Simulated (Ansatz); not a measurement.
**Gd: how the settings move a single-point run**

How sensitive is a single-point run of Gd to its settings? A reference run comes first, then one run with altered input.

Method: reference: DFT, PBE, PAW with Ansatz's default frozen-core files, scalar-relativistic, in Ansatz 0.2.0.

### 1 The structure to begin with

Symmetry: Im-3m, No. 229, cubic system. Conventional cell: a = 4.050 Å, b = 4.050 Å, c = 4.050 Å, α = 90.00°, β = 90.00°, γ = 90.00°. Gd (site symmetry m-3m) has 8 Gd at 3.51 Å in its first shell of neighbours.

As a file:

```xyz
1
Lattice="-2.0250 2.0250 2.0250 2.0250 -2.0250 2.0250 2.0250 2.0250 -2.0250" Properties=species:S:1:pos:R:3 pbc="T T T"
Gd    0.0000    0.0000    0.0000
```

### 2 The reference run

Contents of input.yaml:

```yaml
crystal:
  lattice:
    - [-2.025, 2.025, 2.025]
    - [2.025, -2.025, 2.025]
    - [2.025, 2.025, -2.025]
  atoms:
    - { symbol: Gd, position: [0.0, 0.0, 0.0], spin: 7.4, spin_axis: [1.0, 0.0, 0.0] }
magnetization:
  noncollinear: true
  spin_spiral: { q: [0.0833333333, -0.0833333333, 0.0833333333] }
kpoints:
  mp_grid: { grid: [12, 12, 12], shift: [0.5, 0.5, 0.5] }
scf:
  occupations: { method: fermi_dirac, width: 0.03 }
hamiltonian:
  xc: pbe
  pseudopotentials: { kind: paw }
output:
  eigenvalues: false
```

Started as:

```bash
ansatz run input.yaml --threads 2 --pin off --max-ram 5120MiB --backend cpu --events-out ev --progress --plain --runs-dir out
```

### 3 Changed: starting moments, lock_directions true

Edit input.yaml of step 2 so:

```diff
@@ -6,3 +6,3 @@
   atoms:
-    - { symbol: Gd, position: [0.0, 0.0, 0.0], spin: 7.4, spin_axis: [1.0, 0.0, 0.0] }
+    - { symbol: Gd, position: [0.0, 0.0, 0.0], spin: 7.4, spin_axis: [0.25881905, 0.0, 0.96592583] }
 magnetization:
@@ -10,2 +10,3 @@
   spin_spiral: { q: [0.0833333333, -0.0833333333, 0.0833333333] }
+  spin_locking: { lock_directions: true }
 kpoints:
```

What does the calculation give? Wanted: for each run, ending; energy change; abs. moment.

The runs gave:

| run | ending | energy change | abs. moment (μB) | cycles | time |
| --- | --- | --- | --- | --- | --- |
| reference | converged | 0 | 7.67 | 17 | 51 s |
| 1: starting moments, lock_directions true | converged | -3.9 meV/atom | 7.66 | 18 | 11 min |

Residual by cycle in the longest SCF loop of each run; runs are numbered as in the table. The quantity is the density residual dr2, in eV.

```csv
cycle,reference,run 1
1,1.34,1.36
2,0.041,0.0126
4,0.0791,0.411
5,0.0729,0.26
6,0.0125,0.152
8,3.0e-4,0.00104
9,1.12,0.00136
11,0.00605,1.5e-4
12,0.0014,9.1e-6
13,3.6e-6,1.8e-6
15,4.2e-8,5.5e-8
16,-,1.4e-9
```

Changing the constraint on the moments moves the energy by -3.9 meV/atom. The order is imposed by the input, not reached freely. Cost: 18 SCF cycles against 17, 11 min against 51 s.
